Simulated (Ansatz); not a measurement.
# C: the cost of one run

Program: Ansatz 0.2.0. Level of theory: DFT PBEsol, plane waves, PAW, scalar-relativistic, no spin polarisation. These are calculated values, not measurements.

### 1 The system as given

The cell holds 16 atoms (C16): a = 5.132 Å, b = 5.132 Å, c = 5.132 Å, α = 60.00°, β = 60.00°, γ = 60.00°.

As a file:

```
C
1.0
     0.00000    3.62853    3.62853
     3.62853    0.00000    3.62853
     3.62853    3.62853    0.00000
C
16
Direct
  0.00000 0.00000 0.00000
  0.12500 0.12500 0.12500
  0.00000 0.00000 0.50000
  0.12500 0.12500 0.62500
  0.00000 0.50000 0.00000
  0.12500 0.62500 0.12500
  0.00000 0.50000 0.50000
  0.12500 0.62500 0.62500
  0.50000 0.00000 0.00000
  0.62500 0.12500 0.12500
  0.50000 0.00000 0.50000
  0.62500 0.12500 0.62500
  0.50000 0.50000 0.00000
  0.62500 0.62500 0.12500
  0.50000 0.50000 0.50000
  0.62500 0.62500 0.62500
```

### 2 Run 1

90 steps of 1.12 fs at constant energy, with velocities drawn for 7000 K.

input.yaml

```yaml
crystal:
  lattice:
    - [0.0, 3.628535, 3.628535]
    - [3.628535, 0.0, 3.628535]
    - [3.628535, 3.628535, 0.0]
  atoms:
    - { symbol: C, position: [0.0, 0.0, 0.0] }
    - { symbol: C, position: [0.125, 0.125, 0.125] }
    - { symbol: C, position: [0.0, 0.0, 0.5] }
    - { symbol: C, position: [0.125, 0.125, 0.625] }
    - { symbol: C, position: [0.0, 0.5, 0.0] }
    - { symbol: C, position: [0.125, 0.625, 0.125] }
    - { symbol: C, position: [0.0, 0.5, 0.5] }
    - { symbol: C, position: [0.125, 0.625, 0.625] }
    - { symbol: C, position: [0.5, 0.0, 0.0] }
    - { symbol: C, position: [0.625, 0.125, 0.125] }
    - { symbol: C, position: [0.5, 0.0, 0.5] }
    - { symbol: C, position: [0.625, 0.125, 0.625] }
    - { symbol: C, position: [0.5, 0.5, 0.0] }
    - { symbol: C, position: [0.625, 0.625, 0.125] }
    - { symbol: C, position: [0.5, 0.5, 0.5] }
    - { symbol: C, position: [0.625, 0.625, 0.625] }
basis:
  ecutwfc: 420.0
kpoints:
  mp_grid: { grid: [3, 3, 3] }
hamiltonian:
  xc: pbesol
scf:
  occupations: { method: fermi_dirac, width: 0.3 }
  lower_state_search: "off"
md:
  timestep: 1.12
  n_steps: 90
  ensemble: nve
  temperature: 7000.0
  initial_velocities: maxwell_boltzmann
  seed: 211265
```

Launch:

```console
$ ansatz run input.yaml --threads 1 --pin off --max-ram 3072MiB --backend cpu --events-out ev --progress --plain --runs-dir out
```

What time and memory should one allow on 1 thread of Arm Neoverse V1, shared host?

About 8.5 min, with a peak of 0.34 GiB.
